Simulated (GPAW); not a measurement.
# TePb (Fm-3m) in GPAW: single point with PBE

Aim: the single point of TePb with PBE.

Everything below comes from runs of GPAW 26.7.0. Logs are shortened: lines on timing, memory, paths and dates and some standing lists are left out, and cuts for length are marked. The log counts tension as positive stress, the text compression.

**The experiment to reproduce.**

A printed reference work, monograph reports, for a bulk crystal of TePb at 4.2 K: band gap 0.19 eV (direct).

The results are compared with them further down.

## Step 1: Starting point

Symmetry: Fm-3m, No. 225, cubic system. Conventional cell: a = 6.462 Å, b = 6.462 Å, c = 6.462 Å, α = 90.00°, β = 90.00°, γ = 90.00°. Around Pb (site symmetry m-3m) lie 6 Te at 3.23 Å. Around Te (site symmetry m-3m) lie 6 Pb at 3.23 Å.

## Step 2: Single point, PBE

Input file run.py:

```python
from ase import Atoms
from ase.dft.bandgap import bandgap
from ase.io import write
from ase.units import GPa
from gpaw import GPAW, PW

atoms = Atoms(['Pb', 'Te'],
              cell=[[0.0, 3.231, 3.231],
                    [3.231, 0.0, 3.231],
                    [3.231, 3.231, 0.0]],
              scaled_positions=[[0.0, 0.0, 0.0],
                                [0.5, 0.5, 0.5]],
              pbc=True)

calc = GPAW(mode=PW(450),
            xc='PBE',
            kpts={'size': (6, 6, 6), 'gamma': True},
            occupations={'name': 'fermi-dirac', 'width': 0.05},
            nbands=19,
            maxiter=120,
            txt='gpaw.txt')
atoms.calc = calc
energy = atoms.get_potential_energy()
forces = atoms.get_forces()
stress = atoms.get_stress()
calc.write('gs.gpw')
write('result.traj', atoms)
print(f'Energy: {energy:.6f} eV')
print('Forces (eV/A):')
print(forces.round(4))
print('Stress (GPa):', (stress / GPa).round(3))
print('Fermi level:', round(calc.get_fermi_level(), 4), 'eV')
print(f'Gap: {bandgap(calc)[0]:.4f} eV, direct: {bandgap(calc, direct=True)[0]:.4f} eV')
```

Potentials or basis: GPAW PAW data sets (gpaw-data 1.2.1), pw.

On the command line:

```sh
OMP_NUM_THREADS=1 python run.py
```

gpaw.txt:

```text
__  _  _
 | _ |_)|_||  |
 |__||  | ||/\| - 26.7.0

Input parameters:
  mode=PW(ecut=450.00000000000006),
  kpts=MonkhorstPack(size=(6, 6, 6), gamma=True),
  maxiter=120,
  nbands=19,
  occupations=Occupations(name='fermi-dirac', width=0.05),
  xc=XC(name='PBE')

Diagonalizing LCAO Hamiltonian
Converting LCAO to pw mode

                 Te

       Pb

Atoms  # Å, Bohr magnetons
|   | symbol |        x |        y |        z |    initial magnetic moments |
|---|--------|----------|----------|----------|-----------------------------|
| 0 |     Pb | 0.000000 | 0.000000 | 0.000000 | ( 0.0000,  0.0000,  0.0000) |
| 1 |     Te | 3.231000 | 3.231000 | 3.231000 | ( 0.0000,  0.0000,  0.0000) |

Unit cell  # Å
| periodic |        x |        y |        z |  lengths |    angles |
|----------|----------|----------|----------|----------|-----------|
|      yes | 0.000000 | 3.231000 | 3.231000 | 4.569324 | 60.000000 |
|      yes | 3.231000 | 0.000000 | 3.231000 | 4.569324 | 60.000000 |
|      yes | 3.231000 | 3.231000 | 0.000000 | 4.569324 | 60.000000 |

Number of symmetries: 48
Symmetry operations  # r_c * U_cc + t_c -> r_c
|    | kind |            matrix            |
|----|------|------------------------------|
|  0 |  σ   |  1, 0, 0,  1, 0,-1,  1,-1, 0 |
|  1 |  C2  |  1, 0, 0,  1,-1, 0,  1, 0,-1 |
|  2 |  E   |  1, 0, 0,  0, 1, 0,  0, 0, 1 |
|  3 |  σ   |  1, 0, 0,  0, 0, 1,  0, 1, 0 |
|  4 |  C4  |  1, 0,-1,  1, 0, 0,  1,-1, 0 |
|  5 |  S6  |  1, 0,-1,  1,-1, 0,  1, 0, 0 |
|  6 |  σ   |  1, 0,-1,  0, 1,-1,  0, 0,-1 |
|  7 |  C3  |  1, 0,-1,  0, 0,-1,  0, 1,-1 |
|  8 |  S6  |  1,-1, 0,  1, 0, 0,  1, 0,-1 |
|  9 |  C4  |  1,-1, 0,  1, 0,-1,  1, 0, 0 |
| 10 |  C3  |  1,-1, 0,  0,-1, 1,  0,-1, 0 |
| 11 |  σ   |  1,-1, 0,  0,-1, 0,  0,-1, 1 |
| 12 |  σ   |  0, 1, 0,  1, 0, 0,  0, 0, 1 |
| 13 |  C4  |  0, 1, 0,  0, 1,-1, -1, 1, 0 |
| 14 |  C3  |  0, 1, 0,  0, 0, 1,  1, 0, 0 |
| 15 |  S6  |  0, 1, 0, -1, 1, 0,  0, 1,-1 |
| 16 |  C2  |  0, 1,-1,  1, 0,-1,  0, 0,-1 |
| 17 |  σ   |  0, 1,-1,  0, 1, 0, -1, 1, 0 |
| 18 |  S4  |  0, 1,-1,  0, 0,-1,  1, 0,-1 |
| 19 |  C4  |  0, 1,-1, -1, 1, 0,  0, 1, 0 |
| 20 |  C3  |  0, 0, 1,  1, 0, 0,  0, 1, 0 |
| 21 |  σ   |  0, 0, 1,  0, 1, 0,  1, 0, 0 |
| 22 |  S6  |  0, 0, 1,  0,-1, 1, -1, 0, 1 |
| 23 |  C4  |  0, 0, 1, -1, 0, 1,  0,-1, 1 |
| 24 |  S4  |  0, 0,-1,  1, 0,-1,  0, 1,-1 |
| 25 |  C3  |  0, 0,-1,  0, 1,-1,  1, 0,-1 |
| 26 |  C2  |  0, 0,-1,  0,-1, 0, -1, 0, 0 |
| 27 |  S6  |  0, 0,-1, -1, 0, 0,  0,-1, 0 |
| 28 |  S4  |  0,-1, 1,  1,-1, 0,  0,-1, 0 |
| 29 |  C4  |  0,-1, 1,  0, 0, 1, -1, 0, 1 |
| 30 |  C2  |  0,-1, 1,  0,-1, 0,  1,-1, 0 |
| 31 |  σ   |  0,-1, 1, -1, 0, 1,  0, 0, 1 |
| 32 |  C3  |  0,-1, 0,  1,-1, 0,  0,-1, 1 |
| 33 |  S6  |  0,-1, 0,  0, 0,-1, -1, 0, 0 |
| 34 |  S4  |  0,-1, 0,  0,-1, 1,  1,-1, 0 |
| 35 |  C2  |  0,-1, 0, -1, 0, 0,  0, 0,-1 |
| 36 |  C2  | -1, 1, 0,  0, 1, 0,  0, 1,-1 |
| 37 |  S6  | -1, 1, 0,  0, 1,-1,  0, 1, 0 |
| 38 |  S4  | -1, 1, 0, -1, 0, 1, -1, 0, 0 |
| 39 |  C3  | -1, 1, 0, -1, 0, 0, -1, 0, 1 |
| 40 |  S6  | -1, 0, 1,  0, 0, 1,  0,-1, 1 |
| 41 |  C2  | -1, 0, 1,  0,-1, 1,  0, 0, 1 |
| 42 |  C3  | -1, 0, 1, -1, 1, 0, -1, 0, 0 |
| 43 |  S4  | -1, 0, 1, -1, 0, 0, -1, 1, 0 |
| 44 |  C2  | -1, 0, 0,  0, 0,-1,  0,-1, 0 |
| 45 |  i   | -1, 0, 0,  0,-1, 0,  0, 0,-1 |
| 46 |  σ   | -1, 0, 0, -1, 1, 0, -1, 0, 1 |
| 47 |  C2  | -1, 0, 0, -1, 0, 1, -1, 1, 0 |

BZ-sampling:
  Number of BZ points: 216
  Number of IBZ points: 16

  Monkhorst-Pack size: [6, 6, 6]
  Monkhorst-Pack shift: [0.08333333333333333, 0.08333333333333333, 0.08333333333333333]

K-points  # in reciprocal-cell coordinates
|     |                                coordinates |     weight |
|-----|--------------------------------------------|------------|
|   0 | (  0.00000000,   0.00000000,   0.00000000) | 0.00462963 |
|   1 | (  0.16666667,   0.16666667,   0.00000000) | 0.02777778 |
|   2 | (  0.16666667,   0.16666667,   0.16666667) | 0.03703704 |
|   3 | (  0.33333333,   0.16666667,   0.16666667) | 0.05555556 |
|   4 | (  0.33333333,   0.33333333,  -0.33333333) | 0.05555556 |
|   5 | (  0.33333333,   0.33333333,   0.00000000) | 0.02777778 |
|   6 | (  0.33333333,   0.33333333,   0.16666667) | 0.11111111 |
|   7 | (  0.33333333,   0.33333333,   0.33333333) | 0.03703704 |
|   8 | (  0.50000000,   0.33333333,  -0.33333333) | 0.11111111 |
|   9 | (  0.50000000,   0.33333333,  -0.16666667) | 0.05555556 |
| ... |                                            |            |
|  15 | (  0.50000000,   0.50000000,   0.50000000) | 0.01851852 |

Plane wave coefficients: 1484
Cutoff: 450.00000000000006 eV

Spin-components: 1 (collinear spins)
Bands:           19
Projectors:      11
Spin-degeneracy: 2
Datatype:        complex128

Parallelization:
  kpt:    1
  domain: 1
  band:   1

Density:
  Valence electrons: 20.0
  Components: 1
  Grid points: [24 24 24]
  Charge: 0.0  # |e|

Potential:
  Grid points: [24 24 24]

species:
  Pb:
    name:    Lead
    Z:       82.0
    valence: 14
    core:    68
    charge:  0.0  # [|e|]
    compensation charges:
      type: gauss
      rc: 0.38  # [Å]
      lmax: 2
    cutoffs:
      filter: 2.36  # [Å]
      core: 2.43  # [Å]
    projectors
    | kind |    occ | energy [eV] | rcut [Å] |
    |------|--------|-------------|----------|
    |   6s |  2.000 |     -11.969 |    1.259 |
    |   6p |  2.000 |      -3.506 |    1.275 |
    |   5d | 10.000 |     -21.211 |    1.217 |
    |    s |        |      15.243 |    1.259 |
    |    p |        |      23.705 |    1.275 |
    |    d |        |       6.001 |    1.217 |

    Using partial waves for Pb as LCAO basis

  Te:
    name:    Tellurium
    Z:       52.0
    valence: 6
    core:    46
    charge:  0.0  # [|e|]
    compensation charges:
      type: gauss
      rc: 0.36  # [Å]
      lmax: 2
    cutoffs:
      filter: 2.09  # [Å]
      core: 3.17  # [Å]
    projectors
    | kind |    occ | energy [eV] | rcut [Å] |
    |------|--------|-------------|----------|
    |   5s |  2.000 |     -15.089 |    1.180 |
    |   5p |  4.000 |      -5.955 |    1.196 |
    |    s |        |      12.123 |    1.180 |
    |    p |        |      21.256 |    1.196 |
    |    d |        |       0.000 |    1.238 |

    Using partial waves for Te as LCAO basis

Reference energy: -752065.146798  # eV

eigensolver:
  PPCG
  Converge bands: occupied
  niter=2

density mixing:
  MSR1-Mixer
  Pratt-step length: 0.05
  Maximum mixing coefficient: 0.75
  Old densities: 10
  SVD Regularization: 0.005
  Good broyden scale: 1.0
  Trust region scale: 1.0
  Backstep threshold: 4.0
  History deletion threshold: 6.0
  Fourier metric: weight=20.0, sigma=0.015

occupation numbers:
  Fermi-Dirac:
    width: 0.0500  # eV

poisson solver:
  ecut: 3600.0000000000005  # eV

xc functional:
  name: PBE with 2 nearest neighbor stencil

convergence criteria:
- Maximum [total energy] change in last 3 cyles: 0.0005 eV / valence electron
- Maximum integral of absolute [dens]ity change: 0.0001 electrons / valence electron
- Maximum integral of absolute [eigenst]ate change: 4e-08 eV^2 / valence electron
maximum number of iterations: 120

SCF iterations
|iter     | |      energy | eigst |  dens |
|---------|-|-------------|-------|-------|
|iter:   1| |   -7.880900 | -0.17 |       |
|iter:   2| |   -7.859261 | -2.01 | -1.35 |
|iter:   3| |   -7.771754 | -2.11 | -1.40 |
|iter:   4| |   -7.773547 | -3.89 | -2.00 |
|iter:   5| |   -7.774011c| -4.39 | -2.42 |
|iter:   6| |   -7.774020c| -5.92 | -3.33 |
|iter:   7| |   -7.774021c| -6.88 | -3.91 |
|iter:   8| |   -7.774021c| -7.82c| -4.61c|

Converged in 8 steps
Energy contributions relative to reference atoms: (reference = -752065.146798)

Energy contributions:
  Kinetic:          20.261605
  Coulomb:         -20.539473
  Zero:              0.170212
  External:          0.000000
  Xc:               -7.666351
  Entropy:          -0.000030
  Spinorbit:         0.000000
  ----------------------------
  Free energy:      -7.774036
  Extrapolated:     -7.774021

dipole moment: (-27.311552, -27.311552, -27.311552)  # |e|*Ang

Fermi level: 6.044
Eigenvalues  # (at kpt = [0.000, 0.000, 0.000])
| band index |      eig [eV] | occ [0-2] |
|------------|---------------|-----------|
|          0 |       -11.049 |     2.000 |
|        ... |               |           |
|          2 |       -11.036 |     2.000 |
|          3 |       -11.036 |     2.000 |
|          4 |       -11.036 |     2.000 |
|          5 |        -6.328 |     2.000 |
|          6 |         0.141 |     2.000 |
|          7 |         4.304 |     2.000 |
|          8 |         4.304 |     2.000 |
|          9 |         4.304 |     2.000 |
|         10 |         9.720 |     0.000 |
|         11 |         9.720 |     0.000 |
|         12 |         9.720 |     0.000 |
|         13 |        11.489 |     0.000 |
|         14 |        11.489 |     0.000 |
|         15 |        11.489 |     0.000 |
|         16 |        13.050 |     0.000 |
|         17 |        13.308 |     0.000 |
|         18 |        13.718 |     0.000 |

Gap: 0.693 eV
Transition (v -> c):
  (s=0, k=15, n=9, [0.50, 0.50, 0.50]) -> (s=0, k=15, n=10, [0.50, 0.50, 0.50])
No difference between direct/indirect transitions

Forces  # eV/Ang
|       x |        y |       z |
|---------|----------|---------|
| 0.00000 | -0.00000 | 0.00000 |  # Pb   0
| 0.00000 |  0.00000 | 0.00000 |  # Te   1

Stress tensor  # eV/Ang^3
|         x |         y |         z |
|-----------|-----------|-----------|
| -0.008445 |  0.000000 |  0.000000 |
|  0.000000 | -0.008445 | -0.000000 |
|  0.000000 | -0.000000 | -0.008445 |

# Writing to gs.gpw (mode='')
```

Run time: 8.2 s. Hardware: 1 thread of AMD EPYC 7B13 (Zen 3), shared host; peak memory 0.15 GiB.

What came out:

| Item | Value |
| --- | --- |
| Free energy | -7.7740 eV |
| Pressure | 1.4 GPa |
| Band gap on the k mesh | 0.69 eV, direct |

Levels at points of the mesh, in eV from the valence-band top:
```csv
k point,band 8,band 9,band 10,band 11,band 12,band 13
"(0.00, 0.00, 0.00)",-1.39,-1.39,-1.39,4.02,4.02,4.02
"(0.50, 0.50, 0.00)",-4.54,-2.84,-2.84,3.27,5.42,5.42
"(0.50, 0.50, 0.50)",-0.93,-0.93,0.00,0.69,1.22,1.22
```

Caveat: the cutoff is short for stress and forces, so pressures can be off by a GPa or more; spin-orbit coupling is left out, which as a rule narrows the gap of such compounds by several tenths of an eV.

## Step 3: How close it comes

Step 2. A measured gap of TePb is 0.19 eV (direct; 4.2 K; a printed reference work, monograph); the calculated 0.69 eV misses it by +0.50 eV. Spin-orbit coupling on Pb, Te is left out. The value is that of PBE on a finite k mesh, which can miss the band edges, without temperature or zero-point motion.
